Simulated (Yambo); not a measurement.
# InP (F-43m) in Yambo: notebook, part 2 of 3

Yambo 5.3.0.

## 3. Optical spectrum by the Bethe-Salpeter equation, LDA (volume scaled by 1.04)

bse1.in reads:

```
optics
bse
bss
rim_cut
em1s
RandQpts= 1000000
RandGvec= 50 RL
Chimod= "HARTREE"
% BndsRnXs
 1 | 28 |
%
NGsBlkXs= 5 Ry
% LongDrXs
 1 | 1 | 1 |
%
BSKmod= "SEX"
BSEmod= "retarded"
BSSmod= "d"
% BSEQptR
 1 | 1 |
%
% BSEBands
 12 | 15 |
%
BSENGexx= 30 Ry
BSENGBlk= 5 Ry
% BEnRange
 0 | 20 | eV
%
% BDmRange
 0.1 | 0.1 | eV
%
BEnSteps= 200
% BLongDir
 1 | 1 | 1 |
%
BSEprop= "abs"
WRbsWF
% KfnQP_E
 0.83 | 1.0 | 1.0 |
%
```

scf.in reads:

```
&CONTROL
  calculation = 'scf'
  prefix = 'pwscf'
  outdir = './tmp'
  pseudo_dir = './pseudo'
/
&SYSTEM
  ibrav = 0
  nat = 2
  ntyp = 2
  ecutwfc = 59
  ecutrho = 237
  nbnd = 20
  occupations = 'smearing'
  smearing = 'fd'
  degauss = 0.00367493
  force_symmorphic = .true.
/
&ELECTRONS
  conv_thr = 4d-10
  electron_maxstep = 120
  mixing_beta = 0.5
/
ATOMIC_SPECIES
In   114.8180 In.upf
P     30.9738 P.upf
CELL_PARAMETERS angstrom
   0.0000000000    2.9690636329    2.9690636329
   2.9690636329    0.0000000000    2.9690636329
   2.9690636329    2.9690636329    0.0000000000
ATOMIC_POSITIONS crystal
In     0.0000000000    0.0000000000    0.0000000000
P      0.7500000000    0.7500000000    0.7500000000
K_POINTS automatic
8 8 8 0 0 0
```

nscf.in reads:

```
&CONTROL
  calculation = 'nscf'
  prefix = 'pwscf'
  outdir = './tmp'
  pseudo_dir = './pseudo'
/
&SYSTEM
  ibrav = 0
  nat = 2
  ntyp = 2
  ecutwfc = 59
  ecutrho = 237
  nbnd = 63
  occupations = 'fixed'
  force_symmorphic = .true.
/
&ELECTRONS
  conv_thr = 1d-08
  diago_full_acc = .true.
  diago_thr_init = 1d-06
/
ATOMIC_SPECIES
In   114.8180 In.upf
P     30.9738 P.upf
CELL_PARAMETERS angstrom
   0.0000000000    2.9690636329    2.9690636329
   2.9690636329    0.0000000000    2.9690636329
   2.9690636329    2.9690636329    0.0000000000
ATOMIC_POSITIONS crystal
In     0.0000000000    0.0000000000    0.0000000000
P      0.7500000000    0.7500000000    0.7500000000
K_POINTS automatic
6 6 6 0 0 0
```

Potentials or basis: PseudoDojo 0.4.1 SR LDA stringent.

On the command line:

```
$ OMP_NUM_THREADS=1 pw.x -in scf.in > scf.out
$ OMP_NUM_THREADS=1 pw.x -in nscf.in > nscf.out
$ cd tmp/pwscf.save; p2y; mv SAVE ../..; cd ../..
$ OMP_NUM_THREADS=1 yambo
$ mkdir -p bse1; ln -s $PWD/g0w00/ndb.RIM bse1/
$ OMP_NUM_THREADS=1 yambo -F bse1.in -J bse1 -C bse1_out
$ OMP_NUM_THREADS=1 ypp -J bse1 -C bse1_out -e s -b 1
```

Yambo's report:

```text
[... sections 02.01 to 02.04 as in the set-up run ...]

  [02.05] Energies & Occupations
  ==============================

  [X] === General ===
  [X] Electronic Temperature                        :  0.000000  0.000000 [eV K]
  [X] Bosonic    Temperature                        :  0.000000  0.000000 [eV K]
  [X] Finite Temperature mode                       : no
  [X] El. density                                   :  0.49669E+24 [cm-3]
  [X] Fermi Level                                   :  7.516259 [eV]

  [X] === Gaps and Widths ===
  [X] Conduction Band Min                           :  0.269903 [eV]
  [X] Valence Band Max                              :  0.000000 [eV]
  [X] Filled Bands                                  :  13
  [X] Empty Bands                                   :   14   63
  [X] Direct Gap                                    :  0.269903 [eV]
  [X] Direct Gap localized at k                     :  1
  [X] Indirect Gap                                  :  0.269903 [eV]
[... 348 lines left out ...]
    [K] Bands                                        :  12  15
    [K] Exchange                                     : yes [res]
    [K] Correlation                                  : yes [res]
    [K] Kernel`s coupling                            : no
    [K] Exchange                                     : no [cpl]
    [K] Correlation                                  : no [cpl]
    [K] W interaction is bare                        : no
    [K] ALDA kernel in R-space                       : no
    [K] RL vectors                                   :   965 [exchange]
    [K] RL vectors                                   :   65 [correlation]
    [K] E/h energy range                             : -1.000000 -1.000000 [eV]
    [K] Coupling range                               :  100.0000  100.0000 [o/o]
    [W] Interaction is diagonal                      : no
    [W] Matrix size                                  :   65
    [W] Bands                                        :   1  28
    [W] e/h energy range                             : -1.000000 -1.000000 [eV]
    [W] Poles                                        :  100.0000 [o/o]
    [W] RL vectors in the sum                        :   3479
    [W] [r,Vnl] included                             : yes
    [W] Field direction                              :  0.577350E-5  0.577350E-5  0.577350E-5
    [W] Coulomb Cutoff                               : none
    [W] Hxc Kernel                                   : HARTREE
    [RIM] RL components                              :   51 [col]
    [RIM] Random points                              :  1000000 [col]
    [SOC] Perturbative SOC                           : no
    [K] Kernel long-range exchange                   : BAR
    [BSS] Eigenstates included                       : yes
    [BSS] Field direction                            :  0.577350E-5  0.577350E-5  0.577350E-5
    [BSS] Eigenstates computed                       :   864
    [BSS] Number of BSE matrices                     :  1
```

Wall time 2.3 min (1 thread of Arm Neoverse V2, shared host); peak memory 0.3 GiB.

What came out:

```yaml
Band_gap_on_the_k_mesh_mean-field_level: 0.27 eV, direct
Exciton_binding_energy: 0.01 eV
Lowest_exciton_energy: 1.09 eV
Lowest_bright_exciton_energy: 1.09 eV
```

Dielectric function (along the field direction of the input):
```
energy (eV)  real part  imaginary part
       0.30      35.86            1.42
       0.80      57.71           13.55
       1.31     -31.40           23.23
       1.81       2.33            3.24
       2.31      18.87            6.20
       2.81      10.22           23.35
       3.32      -0.26            4.38
       3.82       4.52            6.59
       4.32       0.67           20.08
       4.82     -10.21           14.73
       5.33      -6.73            3.54
       5.83      -4.39            6.48
       6.33      -4.61            7.67
       6.83      -6.22            4.41
       7.34      -5.45            1.36
       7.84      -3.83            0.79
       8.34      -3.01            0.24
       8.84      -2.07            0.28
       9.35      -1.82            0.11
       9.85      -1.39            0.07
      10.35      -1.08            0.05
      10.85      -0.83            0.04
      11.36      -0.64            0.04
      11.86      -0.47            0.03
      12.36      -0.33            0.03
      12.86      -0.21            0.02
      13.37      -0.11            0.02
      13.87      -0.02            0.02
      14.37       0.06            0.01
      14.87       0.13            0.01
      15.38       0.19            0.01
      15.88       0.24            0.01
      16.38       0.29            0.01
      16.88       0.34            0.01
      17.39       0.38            0.01
      17.89       0.42            0.01
      18.39       0.45            0.01
      18.89       0.48            0.01
      19.40       0.51            0.01
      20.00       0.54            0.00
```

Lowest exciton energies (eV): 1.09, 1.09, 2.57, 2.57, 2.57, 2.60, 2.60, 2.60

Excitons:
```csv
energy (eV),strength (relative to the strongest)
1.093,0.97
1.093,1
2.572,0.21
2.573,0.13
2.573,0.18
2.602,8.7e-07
2.602,5.2e-07
2.602,1.5e-06
2.608,1.6e-08
2.608,1.5e-09
2.609,1.8e-09
2.609,9.5e-08
```

Caveat: the scissor is the correction of the direct gap in an earlier G0W0 run on the same states; exciton energies and binding change strongly with the k mesh and aren't converged on this one; spectra need much finer meshes, so this one isn't converged; spin-orbit coupling is left out, which moves the levels of the heavy elements. A k mesh can miss the band edges.

## 4. Optical spectrum by the Bethe-Salpeter equation, LDA (volume scaled by 1.04)

bse2.in reads:

```
optics
bse
bss
rim_cut
em1s
RandQpts= 1000000
RandGvec= 50 RL
Chimod= "HARTREE"
% BndsRnXs
 1 | 28 |
%
NGsBlkXs= 5 Ry
% LongDrXs
 1 | 1 | 1 |
%
BSKmod= "SEX"
BSEmod= "retarded"
BSSmod= "d"
% BSEQptR
 1 | 1 |
%
% BSEBands
 11 | 16 |
%
BSENGexx= 10 Ry
BSENGBlk= 5 Ry
% BEnRange
 0 | 10 | eV
%
% BDmRange
 0.05 | 0.05 | eV
%
BEnSteps= 200
% BLongDir
 1 | 1 | 1 |
%
BSEprop= "abs"
WRbsWF
% KfnQP_E
 0.83 | 1.0 | 1.0 |
%
```

scf.in is that of step 3.

nscf.in is that of step 3.

Potentials or basis: PseudoDojo 0.4.1 SR LDA stringent.

On the command line:

```
$ OMP_NUM_THREADS=1 pw.x -in scf.in > scf.out
$ OMP_NUM_THREADS=1 pw.x -in nscf.in > nscf.out
$ cd tmp/pwscf.save; p2y; mv SAVE ../..; cd ../..
$ OMP_NUM_THREADS=1 yambo
$ mkdir -p bse2; ln -s $PWD/bse1/ndb.em1s* bse2/
$ mkdir -p bse2; ln -s $PWD/g0w00/ndb.RIM bse2/
$ OMP_NUM_THREADS=1 yambo -F bse2.in -J bse2 -C bse2_out
$ OMP_NUM_THREADS=1 ypp -J bse2 -C bse2_out -e s -b 1
```

Yambo's report:

```text
[... sections 02.01 to 02.04 as in the set-up run ...]

  [02.05] Energies & Occupations
  ==============================

  [X] === General ===
  [X] Electronic Temperature                        :  0.000000  0.000000 [eV K]
  [X] Bosonic    Temperature                        :  0.000000  0.000000 [eV K]
  [X] Finite Temperature mode                       : no
  [X] El. density                                   :  0.49669E+24 [cm-3]
  [X] Fermi Level                                   :  7.516259 [eV]

  [X] === Gaps and Widths ===
  [X] Conduction Band Min                           :  0.269903 [eV]
  [X] Valence Band Max                              :  0.000000 [eV]
  [X] Filled Bands                                  :  13
  [X] Empty Bands                                   :   14   63
  [X] Direct Gap                                    :  0.269903 [eV]
  [X] Direct Gap localized at k                     :  1
  [X] Indirect Gap                                  :  0.269903 [eV]
  [X] Indirect Gap between kpts                     :  1  1
  [X] Last valence band width                       :  2.677514 [eV]
  [X] 1st conduction band width                     :  3.152218 [eV]

 [03] Transferred momenta grid and indexing
 ==========================================

 IBZ Q-points                                      :  16
 BZ  Q-points                                      :  216

 K/Q-points units:
 rlu = crystal or reduced units; cc = cartesian coordinates; iku = interal k-units

 Q [ 1]         [rlu]:  0.000000  0.000000  0.000000
 Q [ 2]         [rlu]:  0.18761E-16  0.18761E-16  0.16667
 Q [ 3]         [rlu]:  0.37523E-16  0.37523E-16  0.33333
 Q [ 4]         [rlu]: -0.52804E-16  0.27075E-17 -0.50000
 Q [ 5]         [rlu]:  0.15677E-16  0.16667      0.16667
 Q [ 6]         [rlu]:  0.29669E-16  0.16667      0.33333
 Q [ 7]         [rlu]:  0.12738E-16  0.16667      0.50000
 Q [ 8]         [rlu]:  0.27075E-17  0.16667     -0.33333
 Q [ 9]         [rlu]: -0.37523E-16  0.16667     -0.16667
 Q [10]         [rlu]:  0.31354E-16  0.33333      0.33333
 Q [11]         [rlu]:  0.63690E-17  0.33333      0.50000
 Q [12]         [rlu]: -0.25476E-16  0.33333     -0.33333
 Q [13]         [rlu]: -0.98534E-17 -0.50000     -0.50000
 Q [14]         [rlu]:  0.166667  0.333333  0.500000
 Q [15]         [rlu]:  0.166667  0.333333 -0.333333
 Q [16]         [rlu]:  0.166667 -0.500000 -0.333333

 [04] Coloumb potential Random Integration (RIM)
 ===============================================

 Summary of Coulomb integrals for non-metallic bands |Q|[au] RIM/Bare

 Q [1] 0.100000E-4 0.995870 * Q [2] 0.161637 1.065611
 Q [5] 0.186642 1.062979 * Q [9] 0.263952 1.025346
 Q [6] 0.309511 1.019123 * Q [3] 0.323274 1.016899
 Q [10] 0.373285 1.013120 * Q [8] 0.406778 1.010302
 Q [14] 0.417345 1.010263 * Q [7] 0.457179 1.008526
 Q [11] 0.484911 1.007619 * Q [4] 0.484911 1.007214
 Q [12] 0.527904 1.006045 * Q [15] 0.552096 1.005543
 Q [13] 0.559927 1.005754 * Q [16] 0.590215 1.005160

 [WARNING] [Xs] User bands 1-28 break level degeneracy

 [WARNING] [BS] User bands 11-16 break level degeneracy

 [05] External/Internal QP corrections
 =====================================

 [QP_apply] Action to be applied: USER defined scissor

  [05.01]  QP corrections report
  ==============================

  [K+QP] === General ===
  [K+QP] Electronic Temperature                     :  0.000000  0.000000 [eV K]
  [K+QP] Bosonic    Temperature                     :  0.000000  0.000000 [eV K]
  [K+QP] Finite Temperature mode                    : no
  [K+QP] El. density                                :  0.49669E+24 [cm-3]
  [K+QP] Fermi Level                                :  0.000000 [eV]

  [K+QP] === Gaps and Widths ===
[... 123 lines left out ...]

 [07] Static Dielectric Matrix
 =============================

 [08] Bethe Salpeter Equation driver
 ===================================

  [08.01] Bethe Salpeter Equation @q1
  ===================================

   [08.01.01] Transition pre-analysis @q1
   ======================================

   [08.01.02] Transition Groups build-up @q1
   =========================================

   [BSK] Transition groups (total):  16
   [BSK] Size (resonant):  1944
   [BSK]         (total):  1944
   [BSK] N. of matrices :  1

   [08.01.03] Loading Dipoles @q1
   ==============================

   [08.01.04] Independent Particles properties @q1
   ===============================================

   [08.01.05] BSE Kernel @q1 (Resonant CORRRELATION EXCHANGE)
   ==========================================================

   [BSE] Exchange components :  181
   [BSE] Correlation components :   65  283

    [08.01.05.01] Screened interaction header I/O
    =============================================

    [08.01.05.02] Main kernel loop
    ==============================

    [WR./bse2//ndb.BS_Q1_CPU_0]-----------------------------------------------------
     Brillouin Zone Q/K grids (IBZ/BZ)                :   16  216   16  216
     RL vectors                                       :   3479 [WF]
     Coulomb cutoff potential                         : none
     Parallel CPUs
     Parallel Roles
     Fragmentation                                    : no
     BS kernel          wavefunctions                 : Slater exchange(X)+Perdew & Wang(C)
     Static diel. fun.  energies                      : Slater exchange(X)+Perdew & Wang(C)
     wavefunctions                                    : Slater exchange(X)+Perdew & Wang(C)
     [K] Identifier                                   :  1367
     [K] Dimension                                    :  1944
     [K] Bands                                        :  11  16
     [K] Exchange                                     : yes [res]
     [K] Correlation                                  : yes [res]
     [K] Kernel`s coupling                            : no
     [K] Exchange                                     : no [cpl]
     [K] Correlation                                  : no [cpl]
     [K] W interaction is bare                        : no
     [K] ALDA kernel in R-space                       : no
     [K] RL vectors                                   :  181 [exchange]
     [K] RL vectors                                   :   65 [correlation]
     [K] E/h energy range                             : -1.000000 -1.000000 [eV]
     [K] Coupling range                               :  100.0000  100.0000 [o/o]
     [W] Interaction is diagonal                      : no
     [W] Matrix size                                  :   65
     [W] Bands                                        :   1  28
     [W] e/h energy range                             : -1.000000 -1.000000 [eV]
     [W] Poles                                        :  100.0000 [o/o]
     [W] RL vectors in the sum                        :   3479
     [W] [r,Vnl] included                             : yes
     [W] Field direction                              :  0.577350E-5  0.577350E-5  0.577350E-5
     [W] Coulomb Cutoff                               : none
     [W] Hxc Kernel                                   : HARTREE
     [RIM] RL components                              :   51 [col]
     [RIM] Random points                              :  1000000 [col]
     [SOC] Perturbative SOC                           : no
     [K] Kernel long-range exchange                   : BAR

    [08.01.05.03] Wave-Function Phases
    ==================================

    [BSE] WF phases found       :  65.99392 [o/o]

   [08.01.06] BSE solver(s) @q1
   ============================

   [08.01.07] Diago Solver @q1
   ===========================

   [WR./bse2//ndb.BS_diago_Q1]-----------------------------------------------------
    BS kernel          energies                      : Slater exchange(X)+Perdew & Wang(C)+ user defined corrections @E
    [K] Identifier                                   :  1367
    [K] Dimension                                    :  1944
    [K] Bands                                        :  11  16
    [K] Exchange                                     : yes [res]
    [K] Correlation                                  : yes [res]
    [K] Kernel`s coupling                            : no
    [K] Exchange                                     : no [cpl]
    [K] Correlation                                  : no [cpl]
    [K] W interaction is bare                        : no
    [K] ALDA kernel in R-space                       : no
    [K] RL vectors                                   :  181 [exchange]
    [K] RL vectors                                   :   65 [correlation]
    [K] E/h energy range                             : -1.000000 -1.000000 [eV]
    [K] Coupling range                               :  100.0000  100.0000 [o/o]
    [W] Interaction is diagonal                      : no
    [W] Matrix size                                  :   65
    [W] Bands                                        :   1  28
    [W] e/h energy range                             : -1.000000 -1.000000 [eV]
    [W] Poles                                        :  100.0000 [o/o]
    [W] RL vectors in the sum                        :   3479
    [W] [r,Vnl] included                             : yes
    [W] Field direction                              :  0.577350E-5  0.577350E-5  0.577350E-5
    [W] Coulomb Cutoff                               : none
    [W] Hxc Kernel                                   : HARTREE
    [RIM] RL components                              :   51 [col]
    [RIM] Random points                              :  1000000 [col]
    [SOC] Perturbative SOC                           : no
    [K] Kernel long-range exchange                   : BAR
    [BSS] Eigenstates included                       : yes
    [BSS] Field direction                            :  0.577350E-5  0.577350E-5  0.577350E-5
    [BSS] Eigenstates computed                       :  1944
    [BSS] Number of BSE matrices                     :  1
```

What came out:

- Band gap on the k mesh, mean-field level: 0.27 eV, direct
- Exciton binding energy: 0.01 eV
- Lowest exciton energy: 1.09 eV
- Lowest bright exciton energy: 1.09 eV

Dielectric function (along the field direction of the input):
```csv
energy (eV),real part,imaginary part
0.25,51.13,0.91
0.55,62.02,3.19
0.90,125.00,27.12
1.41,-42.25,10.25
1.76,-7.88,2.61
2.06,4.70,1.93
2.41,25.59,7.24
2.71,-1.45,11.99
3.07,-17.91,7.18
3.37,1.23,2.42
3.72,-3.27,6.49
4.07,16.95,7.95
4.37,8.91,15.49
4.72,-10.60,11.22
5.03,-13.50,3.19
5.38,-4.72,3.29
5.68,-2.22,3.59
6.03,-1.65,3.88
6.33,-7.86,12.83
6.68,-2.56,7.41
7.04,-5.85,7.01
7.34,-4.40,3.22
7.69,-4.36,4.61
7.99,-4.83,2.85
8.34,-2.59,4.15
8.64,-4.88,1.08
8.99,-3.04,1.30
9.30,-1.88,2.46
9.65,-2.86,0.63
10.00,-1.86,0.66
```

Lowest exciton energies (eV): 1.09, 1.09, 1.09, 2.57, 2.57, 2.57, 2.60, 2.60

Excitons:
| energy (eV) | strength (relative to the strongest) |
| --- | --- |
| 1.092 | 0.98 |
| 1.093 | 0.3 |
| 1.093 | 1 |
| 2.571 | 0.12 |
| 2.571 | 0.19 |
| 2.571 | 0.046 |
| 2.602 | 6.3e-07 |
| 2.602 | 1.3e-06 |
| 2.602 | 6.5e-07 |
| 2.608 | 2e-09 |
| 2.608 | 6.7e-09 |
| 2.609 | 1.6e-08 |

Caveat: the scissor is the correction of the direct gap in an earlier G0W0 run on the same states; exciton energies and binding change strongly with the k mesh and aren't converged on this one; spectra need much finer meshes, so this one isn't converged; spin-orbit coupling is left out, which moves the levels of the heavy elements.

(Continued in part 3 of 3.)
